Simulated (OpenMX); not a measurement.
SiNi:

```
Ni Si
1.0
     4.50369    0.00000    0.00000
     0.00000    4.50369    0.00000
     0.00000    0.00000    4.50369
Ni Si
4 4
Direct
  0.14950 0.14950 0.14950
  0.64950 0.35050 0.85050
  0.85050 0.64950 0.35050
  0.35050 0.85050 0.64950
  0.84683 0.84683 0.84683
  0.34683 0.65317 0.15317
  0.15317 0.34683 0.65317
  0.65317 0.15317 0.34683
```

The cell is a database's computed one.

| Item | Value |
| --- | --- |
| Program | OpenMX 3.8.5 |
| Task | single point |
| Functional | PBE |
| Potentials or basis | OpenMX 2013 PBE set, Ni6.0H-s3p2d2, Si7.0-s2p2d1, grid cutoff 500 Ry |
| k mesh | 7 × 7 × 7 |
| Occupations | fermi-dirac, width 0.05 eV |
| Spin | collinear spin, ferromagnetic start |
| Starting moments | [1.0, 1.0, 1.0, 1.0, 0.0, 0.0, 0.0, 0.0] μB |

On this cell: pressure 5.8 GPa; largest force 0.047 eV/Å; net moment 0.00 μB per cell; band gap on the k mesh none (metal or under the smearing width).

The same run follows on a disturbed copy (atoms moved at random, drawn with an rms of 0.05 Å):

```
Ni Si
1.0
     4.50369    0.00000    0.00000
     0.00000    4.50369    0.00000
     0.00000    0.00000    4.50369
Ni Si
4 4
Direct
  0.14452 0.15394 0.15302
  0.65771 0.35351 0.84364
  0.84568 0.65345 0.34310
  0.34388 0.85179 0.63889
  0.84108 0.84656 0.84290
  0.34286 0.64901 0.16321
  0.16102 0.34485 0.66406
  0.65234 0.15385 0.34595
```

What changes?

The energy (extrapolated to zero smearing) moves by +8.5 meV/atom; pressure 6.3 GPa; largest force 0.628 eV/Å; net moment 0.00 μB per cell; band gap on the k mesh none (metal or under the smearing width).

Forces on the atoms (eV/Å):
```
Ni   0.128 -0.262 -0.012
Ni  -0.195 -0.027  0.259
Ni   0.090 -0.201  0.274
Ni   0.080 -0.082  0.589
Si   0.172  0.123  0.007
Si   0.048  0.054 -0.624
Si  -0.329  0.273 -0.401
Si   0.011  0.138 -0.099
```

Caveats: the basis of atomic orbitals isn't converged, which shifts pressures, moduli and gaps.
